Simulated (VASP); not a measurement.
# GaP (F-43m) in VASP: further runs

The runs below take GaP through relaxation of cell and atoms, with LDA, PBEsol.

Program: VASP 6.6.1. These are calculated values, not measurements. Logs are shortened: lines on timing, memory, paths and dates and some standing lists are left out, and cuts for length are marked.

## (1) The structure

It takes space group F-43m (No. 216, cubic). Conventional cell: a = 5.451 Å, b = 5.451 Å, c = 5.451 Å, α = 90.00°, β = 90.00°, γ = 90.00°. Ga (site symmetry -43m) is surrounded by 4 P at 2.36 Å. P (site symmetry -43m) has 4 Ga at 2.36 Å as nearest neighbours.

## (2) Relaxation of cell and atoms, LDA

Contents of INCAR:

```
ALGO     = Fast           # electronic algorithm
EDIFF    = 1E-7           # SCF threshold, eV
EDIFFG   = -0.01          # ionic threshold
ENCUT    = 600            # plane-wave cutoff, eV
IBRION   = 2              # ionic algorithm
ISIF     = 3              # what is computed and relaxed
ISMEAR   = -1             # smearing method
LASPH    = True           # aspherical terms in the spheres
LCHARG   = False          # write CHGCAR
LREAL    = False          # projectors in reciprocal space
LWAVE    = False          # write WAVECAR
NELM     = 60             # most SCF steps
NSW      = 40             # ionic steps
PREC     = Accurate       # precision mode
SIGMA    = 0.05           # smearing width, eV
```

Contents of KPOINTS:

```
k-points
0
Gamma
  8 8 8
```

Contents of POSCAR:

```
GaP
1.0
    0.0000000000      2.7252500000      2.7252500000
    2.7252500000      0.0000000000      2.7252500000
    2.7252500000      2.7252500000      0.0000000000
Ga P
1 1
Direct
    0.0000000000      0.0000000000      0.0000000000
    0.7500000000      0.7500000000      0.7500000000
```

Potentials or basis: VASP PAW LDA potentials, release 64 (Ga_d, P).

Command:

```bash
$ cat potpaw_LDA.64/Ga_d/POTCAR potpaw_LDA.64/P/POTCAR > POTCAR
$ mpirun -np 1 vasp_std > vasp.out
```

OUTCAR:

```text
EDIFF = 1E-7
   EDIFFG = -0.01
   ENCUT = 600
   IBRION = 2
   ISIF = 3
   ISMEAR = -1
   LASPH = True
   LREAL = False
   NELM = 60
   NSW = 40
   PREC = Accurate

 ion  position               nearest neighbor table
   1  0.000  0.000  0.000-   2 2.36   2 2.36   2 2.36   2 2.36
   2  0.750  0.750  0.750-   1 2.36   1 2.36   1 2.36   1 2.36

  LATTYP: Found a face centered cubic cell.
 ALAT       =     5.4505000000

  Lattice vectors:

 A1 = (   0.0000000000,   2.7252500000,   2.7252500000)
 A2 = (   2.7252500000,   0.0000000000,   2.7252500000)
 A3 = (   2.7252500000,   2.7252500000,   0.0000000000)

Analysis of symmetry for initial positions (statically):
=====================================================================
 Subroutine PRICEL returns:
 Original cell was already a primitive cell.

 Routine SETGRP: Setting up the symmetry group for a
 face centered cubic supercell.

 Subroutine GETGRP returns: Found 24 space group operations
 (whereof 24 operations were pure point group operations)
 out of a pool of 48 trial point group operations.

The static configuration has the point symmetry T_d .

Analysis of symmetry for dynamics (positions and initial velocities):
=====================================================================
 Subroutine PRICEL returns:
 Original cell was already a primitive cell.

 Routine SETGRP: Setting up the symmetry group for a
 face centered cubic supercell.

 Subroutine GETGRP returns: Found 24 space group operations
 (whereof 24 operations were pure point group operations)
 out of a pool of 48 trial point group operations.

The dynamic configuration has the point symmetry T_d .

 Subroutine INISYM returns: Found 24 space group operations
 (whereof 24 operations are pure point group operations),
 and found     1 'primitive' translations

----------------------------------------------------------------------------------------

                                     Primitive cell

  volume of cell :      40.4808

  direct lattice vectors                    reciprocal lattice vectors
     0.000000000  2.725250000  2.725250000    -0.183469406  0.183469406  0.183469406
     2.725250000  0.000000000  2.725250000     0.183469406 -0.183469406  0.183469406
     2.725250000  2.725250000  0.000000000     0.183469406  0.183469406 -0.183469406

  length of vectors
     3.854085511  3.854085511  3.854085511     0.317778334  0.317778334  0.317778334

  position of ions in fractional coordinates (direct lattice)
     0.000000000  0.000000000  0.000000000
     0.750000000  0.750000000  0.750000000

  ion indices of the primitive-cell ions
   primitive index   ion index
                 1           1
                 2           2

----------------------------------------------------------------------------------------

 KPOINTS: k-points

Automatic generation of k-mesh.
 Grid dimensions read from file:
 generate k-points for:    8    8    8

 Generating k-lattice:

  Cartesian coordinates                     Fractional coordinates (reciprocal lattice)
    -0.022933676  0.022933676  0.022933676     0.125000000  0.000000000  0.000000000
     0.022933676 -0.022933676  0.022933676     0.000000000  0.125000000  0.000000000
     0.022933676  0.022933676 -0.022933676     0.000000000  0.000000000  0.125000000

  Length of vectors
     0.039722292  0.039722292  0.039722292

  Shift w.r.t. Gamma in fractional coordinates (k-lattice)
     0.000000000  0.000000000  0.000000000

 Subroutine IBZKPT returns following result:
 ===========================================

 Found     29 irreducible k-points:

 Following reciprocal coordinates:
            Coordinates               Weight
  0.000000  0.000000  0.000000      1.000000
  0.125000  0.000000  0.000000      8.000000
  0.250000  0.000000  0.000000      8.000000
  0.375000  0.000000  0.000000      8.000000
  0.500000  0.000000  0.000000      4.000000
  0.125000  0.125000  0.000000      6.000000
[... 16 lines left out ...]
  0.500000  0.250000  0.125000     48.000000
 -0.375000  0.250000  0.125000     24.000000
 [... further k-points ...]
   k-points           NKPTS =     29   k-points in BZ     NKDIM =     29   number of bands    NBANDS=     13
   number of dos      NEDOS =    301   number of ions     NIONS =      2
   total plane-waves  NPLWV =  32768
   dimension x,y,z NGX =    32 NGY =   32 NGZ =   32
   dimension x,y,z NGXF=    64 NGYF=   64 NGZF=   64
   ions per type =               1   1
   NGX,Y,Z   is equivalent  to a cutoff of  13.80, 13.80, 13.80 a.u.
   NGXF,Y,Z  is equivalent  to a cutoff of  27.61, 27.61, 27.61 a.u.
 SYSTEM =  unknown system
   PREC   = accura    normal or accurate (medium, high low for compatibility)
   ISTART =      0    job   : 0-new  1-cont  2-samecut
   ICHARG =      2    charge: 1-file 2-atom 10-const
   ISPIN  =      1    spin polarized calculation?
   LNONCOLLINEAR =      F non collinear calculations
   LSORBIT =      F    spin-orbit coupling
   LASPH  =      T    aspherical Exc in radial PAW
   ENCUT  =  600.0 eV  44.10 Ry    6.64 a.u.   7.70  7.70  7.70*2*pi/ulx,y,z
   NELM   =     60;   NELMIN=  2; NELMDL= -5     # of ELM steps
   EDIFF  = 0.1E-06   stopping-criterion for ELM
   LREAL  =      F    real-space projection
   EDIFFG = -.1E-01   stopping-criterion for IOM
   NSW    =     40    number of steps for IOM
   IBRION =      2    ionic relax: 0-MD 1-quasi-New 2-CG
   NFREE  =      1    steps in history (QN), initial steepest desc. (CG)
   ISIF   =      3    stress and relaxation
   ISYM   =      2    0-nonsym 1-usesym 2-fastsym
   POTIM  = 0.5000    time-step for ionic-motion
   TEBEG  =    0.0;   TEEND  =   0.0 temperature during run
   PSTRESS=    0.0 pullay stress
   NELECT =      18.0000    total number of electrons
   NUPDOWN=      -1.0000    fix difference up-down
   EMIN   =  10.00;   EMAX   =-10.00  energy-range for DOS
   EFERMI =   0.00;   METHOD = LEGACY
   ISMEAR =    -1;   SIGMA  =   0.05  broadening in eV -4-tet -1-fermi 0-gaus
   EFERMI_NEDOS =   21; number of points for ismear=-14 and -15
   IALGO  =     68    algorithm
   IMIX   =      4    mixing-type and parameters
     AMIX     =   0.40;   BMIX     =  1.00
     AMIX_MAG =   1.60;   BMIX_MAG =  1.00
  volume/ion in A,a.u.               =      20.24       136.59
  Fermi-wavevector in a.u.,A,eV,Ry     =   1.249538  2.361284 21.243377  1.561344
  Thomas-Fermi vector in A             =   2.383574
   LORBIT       =      0    0 simple, 1 ext, 2 COOP (PROOUT), +10 PAW based schemes
   GGA     = CA    functional components
   LHFCALC =     F    Hartree Fock is set to
   AEXX    =    0.0000 exact exchange contribution
   IVDW    =     0    specifies the selected vdW correction
   LEPSILON=     F    determine dielectric tensor
   LRPA    =     F    only Hartree local field effects (RPA)
 conjugate gradient relaxation of ions
 non-spin polarized calculation
 RMM-DIIS sequential band-by-band and
  energy-cutoff  :      600.00
  volume of cell :       40.48
 maximum number of plane-waves:      1365
   NGX = 15   NGY = 15   NGZ = 15

--------------------------------------- Ionic step        1  -------------------------------------------

 number of electron      18.0000003 magnetization

 Free energy of the ion-electron system (eV)
  ---------------------------------------------------
  ext. energy  EPLUGINS =         0.00000000
  ---------------------------------------------------
  free energy    TOTEN  =       -10.44028160 eV

  energy without entropy =      -10.44028158  energy(sigma->0) =      -10.44028159

------------------------ aborting loop because EDIFF is reached ----------------------------------------

  FORCE on cell =-STRESS in cart. coord.  units (eV):
  Direction    XX          YY          ZZ          XY          YZ          ZX
  --------------------------------------------------------------------------------------
  -------------------------------------------------------------------------------------
  Total       -0.6605518     -0.6605518     -0.6605518      0.0000000      0.0000000     -0.0000000
  in kB      -26.1437814    -26.1437814    -26.1437814      0.0000000      0.0000000     -0.0000000
  external PRESSURE =     -26.1437814 kB  Pullay stress =       0.0000000 kB
[... 57 lines left out ...]
  energy  without entropy=      -10.4480485320  energy(sigma->0) =      -10.44804854

--------------------------------------- Ionic step        3  -------------------------------------------

 number of electron      18.0000007 magnetization

 Free energy of the ion-electron system (eV)
  ---------------------------------------------------
  ext. energy  EPLUGINS =         0.00000000
  ---------------------------------------------------
  free energy    TOTEN  =       -10.45108696 eV

  energy without entropy =      -10.45108694  energy(sigma->0) =      -10.45108695

 E-fermi :   5.5314     XC(G=0): -10.3068

 val. band max:        4.8391550563   @ k =   0.0000   0.0000   0.0000
 cond. band min:       6.2705118570   @ k =   0.5000   0.5000   0.0000
 fundamental gap:      1.4313568008
 Fermi energy:         5.5313500999

 k-point     1 :       0.0000    0.0000    0.0000
  band No.  band energies     occupation
      1      -9.9260      2.00000
      2      -9.9260      2.00000
      3      -9.9260      2.00000
      4      -9.8180      2.00000
      5      -9.8180      2.00000
      6      -7.9144      2.00000
      7       4.8392      2.00000
      8       4.8392      2.00000
      9       4.8392      2.00000
     10       6.7415      0.00000
     11       8.6226      0.00000
     12       8.6226      0.00000
     13       8.6226      0.00000
[... 353 lines left out ...]
 k-point    24 :      -0.3750    0.2500    0.1250
  band No.  band energies     occupation
      1     -10.0177      2.00000
      2      -9.8928      2.00000
      3      -9.8791      2.00000
      4      -9.8240      2.00000
      5      -9.8100      2.00000
      6      -5.2935      2.00000
      7      -1.8112      2.00000
      8       1.4788      2.00000
      9       2.7911      2.00000
     10       8.2742      0.00000
     11       8.9910      0.00000
     12      11.3005      0.00000
     13      12.7390      0.00000

 [... further k-points ...]
[... 5 lines left out ...]
  --------------------------------------------------------------------------------------
  -------------------------------------------------------------------------------------
  Total        0.0104277      0.0104277      0.0104277     -0.0000000     -0.0000000     -0.0000000
  in kB        0.4260826      0.4260826      0.4260826     -0.0000000     -0.0000000     -0.0000000
  external PRESSURE =       0.4260826 kB  Pullay stress =       0.0000000 kB
[... 17 lines left out ...]
  FREE ENERGIE OF THE ION-ELECTRON SYSTEM (eV)
  ---------------------------------------------------
  free  energy   TOTEN  =       -10.4510869627 eV

  energy  without entropy=      -10.4510869441  energy(sigma->0) =      -10.45108695

 reached required accuracy - stopping structural energy minimisation
```

Run time: 30 s. Hardware: 1 thread of Intel Xeon Platinum 8488C (Sapphire Rapids), shared host; peak memory 0.16 GiB.

Results:

* Free energy: -10.4511 eV
* Relaxed volume: 19.61 Å³/atom
* Relaxed cell: a = 3.813 Å, b = 3.813 Å, c = 3.813 Å, α = 60.00°, β = 60.00°, γ = 60.00°
* Space group after relaxing (to 0.05 Å): F-43m (No. 216)
* Energy gained by relaxing: 5.4 meV/atom
* Ionic steps: 3
* Pressure after relaxing: 0.0 GPa
* Band gap on the k mesh: 1.43 eV, indirect (least direct gap 1.90 eV)

Step by step:
| step | energy change (eV) | largest force (eV/Å) | pressure (GPa) | volume (Å³) |
| --- | --- | --- | --- | --- |
| 1 | 0.0000 | 0.0000 | -2.61 | 40.48 |
| 2 | -0.0078 | 0.0000 | 1.57 | 38.58 |
| 3 | -0.0108 | 0.0000 | 0.04 | 39.21 |

Final structure:
```yaml
crystal:
  lattice:
    - [0.00000, 2.69644, 2.69644]
    - [2.69644, 0.00000, 2.69644]
    - [2.69644, 2.69644, 0.00000]
  atoms:
    - { symbol: Ga, position: [0.00000, 0.00000, 0.00000] }
    - { symbol: P, position: [0.75000, 0.75000, 0.75000] }
```

A k mesh can miss the band edges. Zero-point motion and thermal expansion aren't in these numbers.

[end of part 1 of 2]
